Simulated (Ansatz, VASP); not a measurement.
## P in VASP and in Ansatz

```
P
1.0
     2.61032    0.00000    0.00000
    -1.30516    2.26060    0.00000
     0.00000    0.00000   10.10616
P
4
Cartesian
  1.3052 2.2606 10.1062
  1.3052 2.2606 5.0531
  0.0000 1.5071 2.5265
  1.3052 0.7535 7.5796
```

Alike in both runs: functional r2SCAN; k mesh 13 × 13 × 4; occupations fermi-dirac, width 0.1 eV; no spin polarisation.

Ansatz relaxed the structure, and its values are those at the end. VASP's run is a single point on that final structure, the one shown.

```csv
,VASP,Ansatz
version,VASP 6.6.1,Ansatz 0.2.0
potentials or method,"VASP PAW PBE potentials, release 64 (P)","plane waves (500 eV) with PAW, scalar-relativistic"
plane-wave cutoff (eV),520,500
valence electrons in the cell,20,20
```

|  | VASP | Ansatz | Ansatz less VASP |
| --- | --- | --- | --- |
| pressure (GPa) | -0.1 | 0.0 | +0.11 |

With one functional, cell and mesh, what is left measures potentials, basis and numerics.

Caveats: the PAW data sets were made with another functional, which shifts forces and pressure a little (VASP).
